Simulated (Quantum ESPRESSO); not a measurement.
**TiAl under changes of volume**

One of the cells (16.653 Å³/atom); the others are scaled copies at fixed shape and fractional positions:

```
CELL_PARAMETERS angstrom
2.86726 0.00000 0.00000
-1.43363 2.48312 0.00000
0.00000 0.00000 4.67808
ATOMIC_POSITIONS crystal
Ti 0.00000 0.00000 0.00000
Al 0.33333 0.66667 0.50000
```

The cell comes from a database or a generator and needn't be the stable form of this composition.

```yaml
Program: Quantum ESPRESSO 7.5
Functional: PBEsol
Potentials_or_basis: GBRV 1.5 PBEsol
Cutoff: 612 eV
Density_cutoff: 4898 eV
k_mesh: 11 × 11 × 6
Occupations: fermi-dirac, width 0.05 eV
Spin: no spin polarisation
```

```csv
volume (Å³/atom),energy over the lowest point (meV/atom),pressure (GPa)
15.654,6.17,4.1
15.987,0.55,1.5
16.320,0.00,-0.8
16.653,4.06,-3.0
16.986,?,?
17.320,24.31,-6.6
17.653,39.76,-8.2
```

Q: What does the run at 16.986 Å³/atom give?

A: Energy over the lowest point 12.29 meV/atom; pressure -4.9 GPa.

Worked out: A Birch-Murnaghan fit of order 3 (a polynomial in V^(-2/3)) to the other rows has its minimum at 16.19 Å³/atom with B0 = V·E''(V) = 112 GPa and B' = 3.8 at fixed shape and positions, which overstates the stiffness. It gives 12.27 meV/atom at 16.986 Å³/atom, against the run's 12.29, and -dE/dV = -4.9 GPa, against -4.9.

Energies are extrapolated to zero smearing.
